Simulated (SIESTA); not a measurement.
Pd:

```
Pd
1.0
     2.78367    0.00000    0.00000
    -1.39183    2.41072    0.00000
     0.00000    0.00000    4.62889
Pd
2
Direct
  0.33333 0.66667 0.25000
  0.66667 0.33333 0.75000
```

This isn't the form of Pd at room conditions, which is fcc.

* Program: SIESTA 5.4.2
* Task: relaxation of cell and atoms
* Functional: PBEsol
* Potentials or basis: PseudoDojo 0.4 standard (PBEsol files)
* Basis: DZP (energy shift 0.003 Ry; two zetas on semicore shells)
* Grid cutoff: 800 Ry
* Energy shift: 0.003 Ry
* k mesh: 6 × 6 × 3
* Occupations: fermi-dirac, width 0.05 eV
* Spin: no spin polarisation

At the start: pressure -10.5 GPa; volume 15.53 Å³/atom.

Task: How do energy, volume and symmetry change on relaxing?

Result: Over 8 steps the energy falls by 37.0 meV/atom and the volume is 14.56 Å³/atom (-6.2 %); space group P6_3/mmc (No. 194, to 0.05 Å).

The path:
```csv
step,energy change (eV),largest force (eV/Å),pressure (GPa),volume (Å³)
1,0.0000,0.0000,-10.53,31.06
2,-0.0103,0.0000,-9.85,30.91
3,-0.0726,0.0000,1.77,28.86
4,-0.0712,0.0000,-1.78,29.39
5,-0.0733,0.0000,0.37,29.06
6,-0.0733,0.0000,0.57,29.03
7,-0.0738,0.0000,0.25,29.08
8,-0.0740,0.0000,-0.06,29.13
```

Final structure:
```yaml
crystal:
  lattice:
    - [2.71682, -0.00002, 0.00000]
    - [-1.35842, 2.35283, 0.00000]
    - [0.00000, 0.00000, 4.55695]
  atoms:
    - { symbol: Pd, position: [0.33333, 0.66666, 0.25000] }
    - { symbol: Pd, position: [0.66666, 0.33334, 0.75000] }
```

Caveat: the k mesh is coarse (spacing up to 0.45 Å⁻¹), so the values aren't converged; the basis of atomic orbitals isn't converged, which shifts pressures, moduli and gaps.
